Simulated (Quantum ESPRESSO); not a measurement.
# BN (P6_3/mmc) in Quantum ESPRESSO: a series of runs

Aim: see how the results for BN move with the level of theory and the settings. Levels: PBE, PBE+D3(BJ), LDA, PBEsol. Tasks: phonons.

Program: Quantum ESPRESSO 7.5. These are calculated values, not measurements. Logs are shortened: lines on timing, memory, paths and dates and some standing lists are left out, and cuts for length are marked.

**1. Starting point**

It takes space group P6_3/mmc (No. 194, hexagonal). The conventional cell has a = 2.498 Å, b = 2.498 Å, c = 6.636 Å, α = 90.00°, β = 90.00°, γ = 120.00°. B (site symmetry -6m2) has 3 N at 1.44 Å as nearest neighbours. N (site symmetry -6m2) is surrounded by 3 B at 1.44 Å.

**2. Phonons, PBE**

pw.in

```
&CONTROL
  calculation = 'scf'
  prefix = 'pwscf'
  outdir = './tmp'
  pseudo_dir = './pseudo'
  tprnfor = .true.
  tstress = .true.
  disk_io = 'low'
/
&SYSTEM
  ibrav = 0
  celldm(1) = 8
  nat = 4
  ntyp = 2
  ecutwfc = 84
  nbnd = 14
  occupations = 'smearing'
  smearing = 'fd'
  degauss = 0.00367493
/
&ELECTRONS
  conv_thr = 8d-10
  electron_maxstep = 120
  mixing_beta = 0.5
/
ATOMIC_SPECIES
B     10.8100 B.upf
N     14.0070 N.upf
CELL_PARAMETERS alat
  0.5901236741981   0.0000000000000   0.0000000000000
 -0.2950618370991   0.5110620932419   0.0000000000000
  0.0000000000000   0.0000000000000   1.5674569556474
ATOMIC_POSITIONS crystal
B      0.3333333333    0.6666666667    0.2500000000
B      0.6666666667    0.3333333333    0.7500000000
N      0.3333333333    0.6666666667    0.7500000000
N      0.6666666667    0.3333333333    0.2500000000
K_POINTS automatic
12 12 4 0 0 0
```

relax.in

```
&CONTROL
  calculation = 'vc-relax'
  prefix = 'pwscf'
  outdir = './tmp'
  pseudo_dir = './pseudo'
  tprnfor = .true.
  tstress = .true.
  disk_io = 'low'
  nstep = 40
  forc_conv_thr = 0.0001
  etot_conv_thr = 1d-06
/
&SYSTEM
  ibrav = 0
  celldm(1) = 8
  nat = 4
  ntyp = 2
  ecutwfc = 84
  nbnd = 14
  occupations = 'smearing'
  smearing = 'fd'
  degauss = 0.00367493
/
&ELECTRONS
  conv_thr = 8d-10
  electron_maxstep = 120
  mixing_beta = 0.5
/
&IONS
  ion_dynamics = 'bfgs'
/
&CELL
  cell_dynamics = 'bfgs'
  press = 0
  press_conv_thr = 0.2
/
ATOMIC_SPECIES
B     10.8100 B.upf
N     14.0070 N.upf
CELL_PARAMETERS alat
  0.5901236741981   0.0000000000000   0.0000000000000
 -0.2950618370991   0.5110620932419   0.0000000000000
  0.0000000000000   0.0000000000000   1.5674569556474
ATOMIC_POSITIONS crystal
B      0.3333333333    0.6666666667    0.2500000000
B      0.6666666667    0.3333333333    0.7500000000
N      0.3333333333    0.6666666667    0.7500000000
N      0.6666666667    0.3333333333    0.2500000000
K_POINTS automatic
12 12 4 0 0 0
```

scf2.in

```
&CONTROL
  calculation = 'scf'
  prefix = 'pwscf'
  outdir = './tmp'
  pseudo_dir = './pseudo'
  tprnfor = .true.
  tstress = .true.
  disk_io = 'low'
/
&SYSTEM
  ibrav = 0
  celldm(1) = 8
  nat = 4
  ntyp = 2
  ecutwfc = 84
  nbnd = 14
  occupations = 'fixed'
/
&ELECTRONS
  conv_thr = 1d-13
  electron_maxstep = 120
  mixing_beta = 0.5
  startingpot = 'file'
  startingwfc = 'file'
/
ATOMIC_SPECIES
B     10.8100 B.upf
N     14.0070 N.upf
CELL_PARAMETERS alat
  0.5930790757891   0.0000000000068   0.0000000000000
 -0.2965395379004   0.5136215460829   0.0000000000000
  0.0000000000000   0.0000000000000   1.7603395748050
ATOMIC_POSITIONS crystal
B      0.3333333334    0.6666666668    0.2500000000
B      0.6666666668    0.3333333334    0.7500000000
N      0.3333333334    0.6666666668    0.7500000000
N      0.6666666668    0.3333333334    0.2500000000
K_POINTS automatic
12 12 4 0 0 0
```

ph.in

```
phonons of BN
&INPUTPH
  prefix = 'pwscf'
  outdir = './tmp'
  tr2_ph = 1d-18
  fildyn = 'dyn'
  niter_ph = 90
  alpha_mix(1) = 0.7
  epsil = .true.
/
0.0000000000 0.0000000000 0.0000000000
```

dynmat.in

```
&INPUT
  fildyn = 'dyn'
  asr = 'crystal'
  lperm = .true.
  filout = 'dynmat.disp'
  fileig = 'dynmat.eig'
/
```

dynmat_lo.in

```
&INPUT
  fildyn = 'dyn'
  asr = 'crystal'
  filout = 'dynmat_lo.disp'
  fileig = 'dynmat_lo.eig'
  q(1) = 0
  q(2) = 0
  q(3) = 1
/
```

Potentials or basis: PseudoDojo 0.4.1 SR PBE standard.

The run is started by

```
> OMP_NUM_THREADS=1 mpirun -n 4 pw.x -nk 4 -in pw.in > pw.out
> OMP_NUM_THREADS=1 mpirun -n 4 pw.x -nk 4 -in relax.in > relax.out
> OMP_NUM_THREADS=1 mpirun -n 4 pw.x -nk 4 -in scf2.in > scf2.out
> OMP_NUM_THREADS=1 mpirun -n 4 ph.x -nk 4 -in ph.in > ph.out
> OMP_NUM_THREADS=1 mpirun -n 1 dynmat.x -in dynmat.in > dynmat.out
> OMP_NUM_THREADS=1 mpirun -n 1 dynmat.x -in dynmat_lo.in > dynmat_lo.out
```

pw.out:

```text
This program is part of the open-source Quantum ESPRESSO suite
     for quantum simulation of materials; please cite
[... 6 lines left out ...]
     using ibrav=0 with symmetry is DISCOURAGED, use correct ibrav instead

     K-points division:     npool     =       4
     Subspace diagonalization in iterative solution of the eigenvalue problem:
     a serial algorithm will be used

     G-vector sticks info
     --------------------
     sticks:   dense  smooth     PW     G-vecs:    dense   smooth      PW
     Sum         511     511    163                25183    25183    4199

     Using Slab Decomposition

     bravais-lattice index     =            0
     lattice parameter (alat)  =       8.0000  a.u.
     unit-cell volume          =     242.0373 (a.u.)^3
     number of atoms/cell      =            4
     number of atomic types    =            2
     number of electrons       =        16.00
     number of Kohn-Sham states=           14
     kinetic-energy cutoff     =      84.0000  Ry
     charge density cutoff     =     336.0000  Ry
     scf convergence threshold =      8.0E-10
     mixing beta               =       0.5000
     number of iterations used =            8  plain     mixing
     Exchange-correlation= PBE
                           (   1   4   3   4   0   0   0)

     celldm(1)=   8.000000  celldm(2)=   0.000000  celldm(3)=   0.000000
     celldm(4)=   0.000000  celldm(5)=   0.000000  celldm(6)=   0.000000

     crystal axes: (cart. coord. in units of alat)
               a(1) = (   0.590124   0.000000   0.000000 )
               a(2) = (  -0.295062   0.511062   0.000000 )
               a(3) = (   0.000000   0.000000   1.567457 )

     reciprocal axes: (cart. coord. in units 2 pi/alat)
               b(1) = (  1.694560  0.978355 -0.000000 )
               b(2) = (  0.000000  1.956709  0.000000 )
               b(3) = (  0.000000 -0.000000  0.637976 )

     PseudoPot. # 1 for B  read from file:
     B.upf
     Pseudo is Norm-conserving + core correction, Zval =  3.0
     Generated using ONCVPSP code by D. R. Hamann
     Using radial grid of 1534 points,  4 beta functions with:
                l(1) =   0
                l(2) =   0
                l(3) =   1
                l(4) =   1

     PseudoPot. # 2 for N  read from file:
     N.upf
     Pseudo is Norm-conserving + core correction, Zval =  5.0
     Generated using ONCVPSP code by D. R. Hamann
     Using radial grid of 1058 points,  4 beta functions with:
                l(1) =   0
                l(2) =   0
                l(3) =   1
                l(4) =   1

     atomic species   valence    mass     pseudopotential
     B                 3.00    10.81000     B ( 1.00)
     N                 5.00    14.00700     N ( 1.00)

     24 Sym. Ops., with inversion, found (12 have fractional translation)

   Cartesian axes

     site n.     atom                  positions (alat units)
         1        B      tau(   1) = (  -0.0000000   0.3407081   0.3918642  )
         2        B      tau(   2) = (   0.2950618   0.1703540   1.1755927  )
         3        N      tau(   3) = (  -0.0000000   0.3407081   1.1755927  )
         4        N      tau(   4) = (   0.2950618   0.1703540   0.3918642  )

     number of k points=    57  Fermi-Dirac smearing, width (Ry)=  0.0037
                       cart. coord. in units 2pi/alat
        k(    1) = (   0.0000000   0.0000000   0.0000000), wk =   0.0034722
        k(    2) = (   0.0000000   0.0000000   0.1594940), wk =   0.0069444
        k(    3) = (   0.0000000   0.0000000  -0.3189880), wk =   0.0034722
        k(    4) = (   0.0000000   0.1630591   0.0000000), wk =   0.0208333
        k(    5) = (   0.0000000   0.1630591   0.1594940), wk =   0.0416667
        k(    6) = (   0.0000000   0.1630591  -0.3189880), wk =   0.0208333
[... 49 lines left out ...]
        k(   56) = (   0.5648533   0.9783547   0.1594940), wk =   0.0138889
        k(   57) = (   0.5648533   0.9783547  -0.3189880), wk =   0.0069444

     Dense  grid:    25183 G-vectors     FFT dimensions: (  27,  27,  80)

     Initial potential from superposition of free atoms

     starting charge      15.9995, renormalised to      16.0000
     Starting wfcs are   16 randomized atomic wfcs

     Self-consistent Calculation

     iteration #  1     ecut=    84.00 Ry     beta= 0.50
     Davidson diagonalization with overlap
     ethr =  1.00E-02,  avg # of iterations =  5.8

     total energy              =     -53.47415735 Ry
     estimated scf accuracy    <       0.75194941 Ry

     iteration #  2     ecut=    84.00 Ry     beta= 0.50
     Davidson diagonalization with overlap
     ethr =  4.70E-03,  avg # of iterations =  2.2

     total energy              =     -53.62378703 Ry
     estimated scf accuracy    <       0.06439271 Ry

     iteration #  3     ecut=    84.00 Ry     beta= 0.50
     Davidson diagonalization with overlap
     ethr =  4.02E-04,  avg # of iterations =  3.0

     total energy              =     -53.62868977 Ry
     estimated scf accuracy    <       0.00920831 Ry

     iteration #  4     ecut=    84.00 Ry     beta= 0.50
     Davidson diagonalization with overlap
     ethr =  5.76E-05,  avg # of iterations =  4.5

     total energy              =     -53.62965748 Ry
     estimated scf accuracy    <       0.00101582 Ry

     iteration #  5     ecut=    84.00 Ry     beta= 0.50
     Davidson diagonalization with overlap
     ethr =  6.35E-06,  avg # of iterations =  4.1
[... 15 lines left out ...]
     total energy              =     -53.62992840 Ry
     estimated scf accuracy    <       0.00000025 Ry

     iteration #  8     ecut=    84.00 Ry     beta= 0.50
     Davidson diagonalization with overlap
     ethr =  1.59E-09,  avg # of iterations =  1.4

     total energy              =     -53.62992841 Ry
     estimated scf accuracy    <       0.00000003 Ry

     iteration #  9     ecut=    84.00 Ry     beta= 0.50
     Davidson diagonalization with overlap
     ethr =  1.64E-10,  avg # of iterations =  2.4

     total energy              =     -53.62992842 Ry
     estimated scf accuracy    <          1.3E-09 Ry

     iteration # 10     ecut=    84.00 Ry     beta= 0.50
     Davidson diagonalization with overlap
     ethr =  8.04E-12,  avg # of iterations =  3.8

     End of self-consistent calculation

          k = 0.0000 0.0000 0.0000 (  3097 PWs)   bands (ev):

   -13.0437 -12.7481  -1.4654   0.6566   3.4446   3.4446   3.4813   3.4813
    10.0785  15.1105  16.4798  16.4798  16.6036  16.6036

          k = 0.0000 0.0000 0.1595 (  3109 PWs)   bands (ev):

   -13.0027 -12.7939  -1.2064   0.2731   3.4499   3.4499   3.4759   3.4759
    10.7773  14.2315  16.4975  16.4975  16.5850  16.5850

          k = 0.0000 0.0000-0.3190 (  3120 PWs)   bands (ev):

   -12.9007 -12.9007  -0.5249  -0.5249   3.4629   3.4629   3.4629   3.4629
    12.4416  12.4416  16.5408  16.5408  16.5408  16.5408

          k = 0.0000 0.1631 0.0000 (  3116 PWs)   bands (ev):

   -12.9070 -12.6161  -1.2775   0.8254   2.8866   2.9190   3.1815   3.2223
    10.3260  15.0202  16.3206  16.5224  17.0773  17.1980

          k = 0.0000 0.1631 0.1595 (  3125 PWs)   bands (ev):

   -12.8667 -12.6611  -1.0209   0.4449   2.8929   2.9173   3.1874   3.2163
    11.0071  14.2794  16.3718  16.5071  17.0951  17.1805

          k = 0.0000 0.1631-0.3190 (  3122 PWs)   bands (ev):

   -12.7662 -12.7662  -0.3458  -0.3458   2.9068   2.9068   3.2018   3.2018
    12.6167  12.6167  16.4491  16.4492  17.1365  17.1366
[... 41 lines left out ...]
          k = 0.0000 0.6522-0.3190 (  3136 PWs)   bands (ev):

   -10.9420 -10.9420  -2.1000  -2.1000   1.1956   1.1956   2.1590   2.1590
    11.8770  11.8770  14.8603  14.8603  17.1607  17.1607

          k = 0.0000 0.8153 0.0000 (  3158 PWs)   bands (ev):

   -10.2275 -10.0831  -3.5687  -3.4872   0.7485   0.8120   2.6280   3.9936
     9.8968  11.1260  14.0527  14.9723  16.7946  19.7614

          k = 0.0000 0.8153 0.1595 (  3152 PWs)   bands (ev):

   -10.2068 -10.1046  -3.5598  -3.5020   0.7577   0.8026   2.8174   3.7835
     9.9771  10.8412  14.4073  14.9703  17.0651  18.9942

          k = 0.0000 0.8153-0.3190 (  3158 PWs)   bands (ev):

   -10.1561 -10.1561  -3.5338  -3.5338   0.7801   0.7801   3.2896   3.2896
    10.3177  10.3177  14.8536  14.8536  17.9297  17.9297

          k = 0.0000-0.9784 0.0000 (  3138 PWs)   bands (ev):

    -9.8202  -9.7493  -4.1548  -4.0918   0.6043   0.6687   3.3359   4.3446
     9.0993  10.4691  14.4467  14.9007  17.5479  18.6099

          k = 0.0000-0.9784 0.1595 (  3160 PWs)   bands (ev):

    -9.8097  -9.7596  -4.1488  -4.1042   0.6136   0.6592   3.4900   4.2102
     9.1881  10.1523  14.6236  14.9078  17.9070  18.5676

          k = 0.0000-0.9784-0.3190 (  3184 PWs)   bands (ev):

    -9.7845  -9.7845  -4.1297  -4.1297   0.6363   0.6363   3.8588   3.8588
     9.5638   9.5638  14.8536  14.8536  18.4249  18.4249

          k = 0.1412 0.2446 0.0000 (  3133 PWs)   bands (ev):

   -12.6372 -12.3556  -0.9050   1.1582   1.9727   1.9941   2.6650   2.7066
    10.7790  14.7829  16.4142  16.4331  16.5510  17.4365

          k = 0.1412 0.2446 0.1595 (  3121 PWs)   bands (ev):

   -12.5980 -12.3990  -0.6539   0.7806   1.9798   2.0013   2.6713   2.7005
    11.4218  14.2724  16.4305  16.5372  16.5580  17.2959

          k = 0.1412 0.2446-0.3190 (  3130 PWs)   bands (ev):

   -12.5007 -12.5007   0.0062   0.0062   1.9948   1.9948   2.6858   2.6858
    12.8995  12.8995  16.4885  16.4885  16.8924  16.8924

          k = 0.1412 0.4076 0.0000 (  3146 PWs)   bands (ev):

   -12.1133 -11.8509  -0.1750   0.4726   0.5091   1.8009   1.8616   1.9129
    11.5955  14.1231  14.8411  16.2340  16.7588  18.3989

          k = 0.1412 0.4076 0.1595 (  3133 PWs)   bands (ev):

   -12.0767 -11.8913   0.0452   0.4857   0.5084   1.4645   1.8714   1.9066
    12.1185  13.8920  15.0793  16.2213  16.7350  17.7375

          k = 0.1412 0.4076-0.3190 (  3134 PWs)   bands (ev):
[... 134 lines left out ...]
          k = 0.4236 0.8968-0.3190 (  3158 PWs)   bands (ev):

    -9.3921  -9.3921  -3.3647  -3.3647  -1.7127  -1.7127   4.4528   4.4528
     9.6906   9.6906  17.1574  17.1574  18.3020  18.3020

          k = 0.5649 0.9784 0.0000 (  3171 PWs)   bands (ev):

    -9.1952  -9.1952  -3.2440  -3.0845  -2.3775  -2.3775   4.6999   4.6999
     9.6791   9.6791  15.6467  18.0840  18.0840  18.9427

          k = 0.5649 0.9784 0.1595 (  3153 PWs)   bands (ev):

    -9.1950  -9.1950  -3.2211  -3.1084  -2.3810  -2.3810   4.7391   4.7391
     9.5713   9.5713  15.9684  18.1369  18.3992  18.3992

          k = 0.5649 0.9784-0.3190 (  3150 PWs)   bands (ev):

    -9.1948  -9.1948  -3.1653  -3.1653  -2.3845  -2.3845   4.7794   4.7794
     9.4652   9.4652  16.8753  16.8753  18.7534  18.7534

     the Fermi energy is     8.1135 ev

!    total energy              =     -53.62992842 Ry
     estimated scf accuracy    <          1.3E-10 Ry
     smearing contrib. (-TS)   =      -0.00000000 Ry
     internal energy E=F+TS    =     -53.62992842 Ry

     The total energy is F=E-TS. E is the sum of the following terms:
     one-electron contribution =     -15.93329819 Ry
     hartree contribution      =      16.41534045 Ry
     xc contribution           =     -17.36770452 Ry
     ewald contribution        =     -36.74426616 Ry

     convergence has been achieved in  10 iterations

     Forces acting on atoms (cartesian axes, Ry/au):

     atom    1 type  1   force =     0.00000000    0.00000000    0.00000000
     atom    2 type  1   force =    -0.00000000   -0.00000000   -0.00000000
     atom    3 type  2   force =     0.00000000   -0.00000000    0.00000000
     atom    4 type  2   force =     0.00000000    0.00000000   -0.00000000

     Total force =     0.000000     Total SCF correction =     0.000000

     Computing stress (Cartesian axis) and pressure

          total   stress  (Ry/bohr**3)                   (kbar)     P=       47.23
   0.00038147   0.00000000   0.00000000           56.12        0.00        0.00
   0.00000000   0.00038147   0.00000000            0.00       56.12        0.00
   0.00000000   0.00000000   0.00020028            0.00        0.00       29.46

=------------------------------------------------------------------------------=
   JOB DONE.
=------------------------------------------------------------------------------=
```

It took 7.2 min on 4 MPI ranks of Arm Neoverse V1, shared host; peak memory 0.36 GiB.

What came out:

```
Free energy                                             : -729.7208 eV
Relaxed volume                                          : 10.17 Å³/atom
Relaxed cell                                            : a = 2.511 Å, b = 2.511 Å, c = 7.452 Å, α = 90.00°, β = 90.00°, γ = 120.00°
Space group after relaxing (to 0.05 Å)                  : P6_3/mmc (No. 194)
Pressure after relaxing                                 : 0.3 GPa
Band gap on the k mesh                                  : 4.47 eV, indirect (least direct gap 4.67 eV)
Electronic dielectric tensor (diagonal)                 : 4.33, 4.33, 2.27
Born charges (mean of the diagonal)                     : B +2.00; N -2.00 e
Highest phonon frequency at Γ, LO-TO splitting left out : 1348 cm⁻¹
Static dielectric tensor (diagonal)                     : 5.92, 5.92, 2.49
```

The path:
```csv
step,energy change (eV),largest force (eV/Å),pressure (GPa),volume (Å³)
1,0.0000,0.0000,4.72,35.87
2,-0.0052,0.0000,-2.09,36.74
3,-0.0117,0.0000,0.36,36.60
4,-0.0162,0.0000,1.38,36.78
5,-0.0216,0.0000,1.87,37.14
6,-0.0286,0.0000,1.98,37.76
7,-0.0366,0.0000,1.64,38.75
8,-0.0427,0.0000,0.66,40.29
9,-0.0430,0.0000,0.19,40.69
10,-0.0431,0.0000,0.07,40.70
11,-0.0431,0.0000,0.01,40.68
```

Final structure:
```
B N
1.0
     2.51075    0.00000    0.00000
    -1.25538    2.17437    0.00000
     0.00000    0.00000    7.45225
B N
2 2
Cartesian
  0.0000 1.4496 1.8631
  1.2554 0.7248 5.5892
  0.0000 1.4496 5.5892
  1.2554 0.7248 1.8631
```

Phonon frequencies in cm⁻¹ (negative: imaginary):
```
              q point                                  frequencies
(0.000, 0.000, 0.000)  -2 4 4 25 25 62 772 807 1348 1348 1348 1348
```

Electronic dielectric tensor:
```
4.33 0.00 0.00
0.00 4.33 0.00
0.00 0.00 2.27
```

Born effective charge tensors (e):
atom 1, B
```
2.70 0.00 0.00
0.00 2.70 0.00
0.00 0.00 0.59
```
atom 2, B
```
2.70 0.00 0.00
0.00 2.70 0.00
0.00 0.00 0.59
```
atom 3, N
```
-2.70  0.00  0.00
 0.00 -2.70  0.00
 0.00  0.00 -0.59
```
atom 4, N
```
-2.70  0.00  0.00
 0.00 -2.70  0.00
 0.00  0.00 -0.59
```

Optical modes at Γ, degenerate ones joined, polar ones without the macroscopic field:
| cm⁻¹ | components | symmetry | active in | IR intensity, summed ((D/Å)²/amu) |
| --- | --- | --- | --- | --- |
| 25 | 2 | E2g | Raman | 0.00 |
| 62 | 1 | B1g | silent | 0.00 |
| 772 | 1 | A2u | IR | 2.59 |
| 807 | 1 | B1g | silent | 0.00 |
| 1348 | 2 | E2g | Raman | 0.00 |
| 1348 | 2 | E1u | IR | 110.48 |

Zone-centre frequencies without and with the macroscopic field along z (cm⁻¹):
|  | optical modes in rising order |
| --- | --- |
| without | 25 25 62 772 807 1348 1348 1348 1348 |
| with the field | 25 25 62 807 810 1348 1348 1348 1348 |

Static dielectric tensor, electrons and zone-centre modes:
```
5.92 0.00 0.00
0.00 5.92 0.00
0.00 0.00 2.49
```

Caveat: the layers were relaxed without a dispersion term, so their spacing and the soft interlayer modes are unreliable; on a mesh that holds Γ this program's dielectric tensor can be off by some percent beyond the error of the mesh; this functional lacks dispersion, which binds the layers, so the pressure and a relaxed spacing across them are unreliable. A k mesh can miss the band edges.

(Part 1 of 3 ends here.)
